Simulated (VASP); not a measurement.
# BeSe (F-43m) in VASP: further runs

Aim: see how the results for BeSe move with the level of theory and the settings. Levels: PBE, r2SCAN. Tasks: single point.

Everything below comes from runs of VASP 6.6.1. Logs are shortened: lines on timing, memory, paths and dates and some standing lists are left out, and cuts for length are marked.

## 1. The crystal as given

The structure is cubic, space group F-43m (No. 216). The conventional cell has a = 5.162 Å, b = 5.162 Å, c = 5.162 Å, α = 90.00°, β = 90.00°, γ = 90.00°. Around Be (site symmetry -43m) lie 4 Se at 2.24 Å. Around Se (site symmetry -43m) lie 4 Be at 2.24 Å.

The cell was built by a generator and needn't be a form met in nature.

## 2. Single point, PBE

Input file INCAR:

```
SYSTEM = BeSe
PREC = Accurate
ENCUT = 520
EDIFF = 1E-6
ISMEAR = -1
SIGMA = 0.02
LREAL = .FALSE.
LASPH = .TRUE.
NELM = 100
ALGO = Normal
ISIF = 2
LWAVE = .FALSE.
LCHARG = .TRUE.
GGA = PE
LELF = .TRUE.
LVHAR = .TRUE.
NBANDS = 11
```

Input file KPOINTS:

```
Automatic mesh
0
G
  8 8 8
  0 0 0
```

Input file POSCAR:

```
BeSe
1.0
    0.0000000000      2.5810353737      2.5810353737
    2.5810353737      0.0000000000      2.5810353737
    2.5810353737      2.5810353737      0.0000000000
Be Se
1 1
Direct
    0.0000000000      0.0000000000      0.0000000000
    0.2500000000      0.2500000000      0.2500000000
```

Potentials or basis: VASP PAW PBE potentials, release 64 (Be, Se).

The run is started by

```sh
cat potpaw_PBE.64/Be/POTCAR potpaw_PBE.64/Se/POTCAR > POTCAR
mpirun -np 1 vasp_std > vasp.out
```

OUTCAR:

```text
SYSTEM = BeSe
   PREC = Accurate
   ENCUT = 520
   EDIFF = 1E-6
   ISMEAR = -1
   LREAL = .FALSE.
   LASPH = .TRUE.
   NELM = 100
   ISIF = 2
   GGA = PE

 ion  position               nearest neighbor table
   1  0.000  0.000  0.000-   2 2.24   2 2.24   2 2.24   2 2.24
   2  0.250  0.250  0.250-   1 2.24   1 2.24   1 2.24   1 2.24

  LATTYP: Found a face centered cubic cell.
 ALAT       =     5.1620707474

  Lattice vectors:

 A1 = (   0.0000000000,   2.5810353737,   2.5810353737)
 A2 = (   2.5810353737,   0.0000000000,   2.5810353737)
 A3 = (   2.5810353737,   2.5810353737,   0.0000000000)

Analysis of symmetry for initial positions (statically):
=====================================================================
 Subroutine PRICEL returns:
 Original cell was already a primitive cell.

 Routine SETGRP: Setting up the symmetry group for a
 face centered cubic supercell.

 Subroutine GETGRP returns: Found 24 space group operations
 (whereof 24 operations were pure point group operations)
 out of a pool of 48 trial point group operations.

The static configuration has the point symmetry T_d .

Analysis of symmetry for dynamics (positions and initial velocities):
=====================================================================
 Subroutine PRICEL returns:
 Original cell was already a primitive cell.

 Routine SETGRP: Setting up the symmetry group for a
 face centered cubic supercell.

 Subroutine GETGRP returns: Found 24 space group operations
 (whereof 24 operations were pure point group operations)
 out of a pool of 48 trial point group operations.

The dynamic configuration has the point symmetry T_d .

 Subroutine INISYM returns: Found 24 space group operations
 (whereof 24 operations are pure point group operations),
 and found     1 'primitive' translations

----------------------------------------------------------------------------------------

                                     Primitive cell

  volume of cell :      34.3884

  direct lattice vectors                    reciprocal lattice vectors
     0.000000000  2.581035374  2.581035374    -0.193720708  0.193720708  0.193720708
     2.581035374  0.000000000  2.581035374     0.193720708 -0.193720708  0.193720708
     2.581035374  2.581035374  0.000000000     0.193720708  0.193720708 -0.193720708

  length of vectors
     3.650135230  3.650135230  3.650135230     0.335534109  0.335534109  0.335534109

[... 86 lines left out ...]
   ISIF   =      2    stress and relaxation
   ISYM   =      2    0-nonsym 1-usesym 2-fastsym
   POTIM  = 0.5000    time-step for ionic-motion
   TEBEG  =    0.0;   TEEND  =   0.0 temperature during run
   PSTRESS=    0.0 pullay stress
   NELECT =       8.0000    total number of electrons
   NUPDOWN=      -1.0000    fix difference up-down
   EMIN   =  10.00;   EMAX   =-10.00  energy-range for DOS
   EFERMI =   0.00;   METHOD = LEGACY
   ISMEAR =    -1;   SIGMA  =   0.02  broadening in eV -4-tet -1-fermi 0-gaus
   EFERMI_NEDOS =   21; number of points for ismear=-14 and -15
   IALGO  =     38    algorithm
   IMIX   =      4    mixing-type and parameters
     AMIX     =   0.40;   BMIX     =  1.00
     AMIX_MAG =   1.60;   BMIX_MAG =  1.00
  volume/ion in A,a.u.               =      17.19       116.03
  Fermi-wavevector in a.u.,A,eV,Ry     =   1.006856  1.902683 13.793040  1.013760
  Thomas-Fermi vector in A             =   2.139625
   LORBIT       =      0    0 simple, 1 ext, 2 COOP (PROOUT), +10 PAW based schemes
   GGA     = PE    functional components
   LHFCALC =     F    Hartree Fock is set to
   AEXX    =    0.0000 exact exchange contribution
   IVDW    =     0    specifies the selected vdW correction
   LEPSILON=     F    determine dielectric tensor
   LRPA    =     F    only Hartree local field effects (RPA)
 non-spin polarized calculation
  energy-cutoff  :      520.00
  volume of cell :       34.39
 maximum number of plane-waves:       941
   NGX = 13   NGY = 13   NGZ = 13

 number of electron       7.9999999 magnetization

 Free energy of the ion-electron system (eV)
  ---------------------------------------------------
  ext. energy  EPLUGINS =         0.00000000
  ---------------------------------------------------
  free energy    TOTEN  =        -8.85813132 eV

  energy without entropy =       -8.85813132  energy(sigma->0) =       -8.85813132

 E-fermi :   3.6540     XC(G=0):  -9.3882

 val. band max:        3.2599724966   @ k =   0.0000   0.0000   0.0000
 cond. band min:       5.9041932238   @ k =   0.5000   0.5000   0.0000
 fundamental gap:      2.6442207273
 Fermi energy:         3.6540097844

 k-point     1 :       0.0000    0.0000    0.0000
  band No.  band energies     occupation
      1     -10.4720      2.00000
      2       3.2600      2.00000
      3       3.2600      2.00000
      4       3.2600      2.00000
      5       7.5485      0.00000
      6       8.2707      0.00000
      7       8.2707      0.00000
      8       8.2707      0.00000
      9      15.2309      0.00000
     10      15.7441      0.00000
     11      15.7441      0.00000
[... 309 lines left out ...]
 k-point    24 :      -0.3750    0.2500    0.1250
  band No.  band energies     occupation
      1      -8.9276      2.00000
      2      -1.8918      2.00000
      3       0.4382      2.00000
      4       1.4192      2.00000
      5       8.7391      0.00000
      6       8.9540      0.00000
      7      11.5387      0.00000
      8      12.8737      0.00000
      9      13.6260      0.00000
     10      17.7043      0.00000
     11      17.8838      0.00000

 [... further k-points ...]

------------------------ aborting loop because EDIFF is reached ----------------------------------------

  FORCE on cell =-STRESS in cart. coord.  units (eV):
  Direction    XX          YY          ZZ          XY          YZ          ZX
  --------------------------------------------------------------------------------------
  -------------------------------------------------------------------------------------
  Total        0.1906426      0.1906426      0.1906426      0.0000000      0.0000000      0.0000000
  in kB        8.8821613      8.8821613      8.8821613      0.0000000      0.0000000      0.0000000
  external PRESSURE =       8.8821613 kB  Pullay stress =       0.0000000 kB

 VOLUME and BASIS-vectors are now :
 -----------------------------------------------------------------------------
  energy-cutoff  :      520.00
  volume of cell :       34.39
      direct lattice vectors                 reciprocal lattice vectors
     0.000000000  2.581035374  2.581035374    -0.193720708  0.193720708  0.193720708
     2.581035374  0.000000000  2.581035374     0.193720708 -0.193720708  0.193720708
     2.581035374  2.581035374  0.000000000     0.193720708  0.193720708 -0.193720708

 POSITION                                       TOTAL-FORCE (eV/Angst)
 -----------------------------------------------------------------------------------
      0.00000      0.00000      0.00000         0.000000      0.000000      0.000000
      1.29052      1.29052      1.29052        -0.000000     -0.000000     -0.000000
 -----------------------------------------------------------------------------------
    total drift:                                0.000000      0.000000      0.000000

  FREE ENERGIE OF THE ION-ELECTRON SYSTEM (eV)
  ---------------------------------------------------
  free  energy   TOTEN  =        -8.8581313240 eV

  energy  without entropy=       -8.8581313239  energy(sigma->0) =       -8.85813132
```

OSZICAR:

```text
N       E                     dE             d eps       ncg     rms          rms(c)
DAV:   1     0.205828301596E+02    0.20583E+02   -0.35668E+03   638   0.604E+02
DAV:   2    -0.779501925220E+01   -0.28378E+02   -0.27029E+02   859   0.108E+02
DAV:   3    -0.896802478982E+01   -0.11730E+01   -0.11713E+01   829   0.220E+01
DAV:   4    -0.897271458065E+01   -0.46898E-02   -0.46892E-02   766   0.157E+00
DAV:   5    -0.897272871546E+01   -0.14135E-04   -0.14135E-04   789   0.904E-02    0.334E+00
DAV:   6    -0.888844562246E+01    0.84283E-01   -0.46627E-02   747   0.112E+00    0.208E+00
DAV:   7    -0.885684946684E+01    0.31596E-01   -0.87522E-02   780   0.154E+00    0.244E-01
DAV:   8    -0.885793736644E+01   -0.10879E-02   -0.24569E-03   713   0.286E-01    0.564E-02
DAV:   9    -0.885811692349E+01   -0.17956E-03   -0.19643E-04   815   0.905E-02    0.289E-02
DAV:  10    -0.885812666750E+01   -0.97440E-05   -0.15004E-05   734   0.203E-02    0.561E-03
DAV:  11    -0.885813126183E+01   -0.45943E-05   -0.66857E-06   745   0.146E-02    0.245E-03
DAV:  12    -0.885813132396E+01   -0.62130E-07   -0.23499E-07   558   0.304E-03
   1 F= -.88581313E+01 E0= -.88581313E+01  d E =-.134782E-10
```

stdout:

```text
POSCAR found type information on POSCAR BeSe
 POSCAR found :  2 types and       2 ions
 scaLAPACK will be used
 LDA part: xc-table for (Slater+PW92), standard interpolation
 POSCAR, INCAR and KPOINTS ok, starting setup
 FFT: planning ... GRIDC
 FFT: planning ... GRID_SOFT
 FFT: planning ... GRID
 WAVECAR not read
 entering main loop
```

Wall time 12 s (1 thread of AMD EPYC 7R13 (Zen 3), shared host); peak memory 0.12 GiB.

Results:

| Item | Value |
| --- | --- |
| Free energy | -8.8581 eV |
| Pressure | 0.9 GPa |
| Band gap on the k mesh | 2.64 eV, indirect (least direct gap 4.29 eV) |

## 3. Single point, r2SCAN (epitaxial_xy strain +0.5%)

Input file POSCAR:

```
BeSe
1.0
    0.0000000000      2.5939405506      2.5707112322
    2.5939405506      0.0000000000      2.5707112322
    2.5939405506      2.5939405506      0.0000000000
Be Se
1 1
Direct
    0.0000000000      0.0000000000      0.0000000000
    0.2500000000      0.2500000000      0.2500000000
```

Input file INCAR.step1:

```
SYSTEM = BeSe
ALGO = Normal
EDIFF = 1E-4
ENCUT = 520
GGA = PE
ISMEAR = 0
LASPH = .True.
LCHARG = .False.
LREAL = .False.
LWAVE = .True.
NBANDS = 11
NELM = 100
PREC = Accurate
SIGMA = 0.01
```

Input file INCAR.step2:

```
SYSTEM = BeSe
ALGO = Normal
EDIFF = 1E-6
ENCUT = 520
ISIF = 2
ISMEAR = 0
ISTART = 1
LASPH = .True.
LCHARG = .False.
LMIXTAU = .True.
LREAL = .False.
LWAVE = .False.
METAGGA = R2SCAN
NBANDS = 11
NELM = 100
PREC = Accurate
SIGMA = 0.01
```

Input file KPOINTS:

```
k-points
0
Gamma
  8 8 8
  0 0 0
```

Potentials or basis: VASP PAW PBE potentials, release 64 (Be, Se).

The run is started by

```sh
cat potpaw_PBE.64/Be/POTCAR potpaw_PBE.64/Se/POTCAR > POTCAR
cp INCAR.step1 INCAR
mpirun -np 1 vasp_std > vasp.out
cp INCAR.step2 INCAR
mpirun -np 1 vasp_std > vasp.out
```

OUTCAR:

```text
SYSTEM = BeSe
   EDIFF = 1E-6
   ENCUT = 520
   ISIF = 2
   ISMEAR = 0
   ISTART = 1
   LASPH = .True.
   LREAL = .False.
   METAGGA = R2SCAN
   NELM = 100
   PREC = Accurate

 ion  position               nearest neighbor table
   1  0.000  0.000  0.000-   2 2.24   2 2.24   2 2.24   2 2.24
   2  0.250  0.250  0.250-   1 2.24   1 2.24   1 2.24   1 2.24

  LATTYP: Found a body centered tetragonal cell.
 ALAT       =     3.6683859066
 C/A-ratio  =     1.4015489633

  Lattice vectors:

[... 523 lines left out ...]

------------------------ aborting loop because EDIFF is reached ----------------------------------------

  FORCE on cell =-STRESS in cart. coord.  units (eV):
  Direction    XX          YY          ZZ          XY          YZ          ZX
  --------------------------------------------------------------------------------------
  -------------------------------------------------------------------------------------
  Total       -0.0981876     -0.0981876      0.0571463      0.0000000      0.0000000     -0.0000000
  in kB       -4.5474097     -4.5474097      2.6466423      0.0000000      0.0000000     -0.0000000
  external PRESSURE =      -2.1493924 kB  Pullay stress =       0.0000000 kB

 VOLUME and BASIS-vectors are now :
 -----------------------------------------------------------------------------
  energy-cutoff  :      520.00
  volume of cell :       34.59
      direct lattice vectors                 reciprocal lattice vectors
     0.000000000  2.593940551  2.570711232    -0.192756923  0.192756923  0.194498703
     2.593940551  0.000000000  2.570711232     0.192756923 -0.192756923  0.194498703
     2.593940551  2.593940551  0.000000000     0.192756923  0.192756923 -0.194498703

 POSITION                                       TOTAL-FORCE (eV/Angst)
 -----------------------------------------------------------------------------------
      0.00000      0.00000      0.00000         0.000000      0.000000      0.000000
      1.29697      1.29697      1.28536        -0.000000     -0.000000     -0.000000
 -----------------------------------------------------------------------------------
    total drift:                                0.000000      0.000000      0.000000

  FREE ENERGIE OF THE ION-ELECTRON SYSTEM (eV)
  ---------------------------------------------------
  free  energy   TOTEN  =       -20.5281816230 eV

  energy  without entropy=      -20.5281816230  energy(sigma->0) =      -20.52818162
```

OUTCAR.step1:

```text
SYSTEM = BeSe
   EDIFF = 1E-4
   ENCUT = 520
   GGA = PE
   ISMEAR = 0
   LASPH = .True.
   LREAL = .False.
[... 558 lines left out ...]
      0.00000      0.00000      0.00000        -0.000000     -0.000000      0.000000
      1.29697      1.29697      1.28536         0.000000      0.000000      0.000000
 -----------------------------------------------------------------------------------
    total drift:                                0.000000      0.000000      0.000000

  FREE ENERGIE OF THE ION-ELECTRON SYSTEM (eV)
  ---------------------------------------------------
  free  energy   TOTEN  =        -8.8585155796 eV

  energy  without entropy=       -8.8585155796  energy(sigma->0) =       -8.85851558
```

Wall time 81 s (1 thread of AMD EPYC 7R13 (Zen 3), shared host); peak memory 0.15 GiB.

What came out:

```
Free energy            : -20.5282 eV
Pressure               : -0.2 GPa
Band gap on the k mesh : 3.06 eV, indirect (least direct gap 4.96 eV)
```

Stress tensor (GPa, compression positive):
```
-0.45  0.00  0.00
 0.00 -0.45  0.00
 0.00  0.00  0.26
```

Levels at points of the mesh, in eV from the valence-band top:
| k point | band 1 | band 2 | band 3 | band 4 | band 5 | band 6 | band 7 | band 8 | band 9 |
| --- | --- | --- | --- | --- | --- | --- | --- | --- | --- |
| (0.00, 0.00, 0.00) | -14.26 | -0.05 | -0.05 | 0.00 | 4.96 | 5.55 | 5.57 | 5.57 | 12.86 |
| (0.50, 0.00, 0.00) | -12.88 | -5.79 | -1.14 | -1.06 | 4.85 | 6.48 | 6.56 | 10.72 | 14.36 |
| (0.50, 0.50, 0.00) | -12.38 | -5.14 | -2.74 | -2.74 | 3.06 | 4.59 | 12.59 | 12.59 | 15.56 |
| (0.50, 0.00, 0.50) | -12.42 | -5.20 | -2.68 | -2.66 | 3.12 | 4.68 | 12.57 | 12.59 | 15.47 |

Caveat: the PAW data sets were made with another functional, which shifts forces and pressure a little.
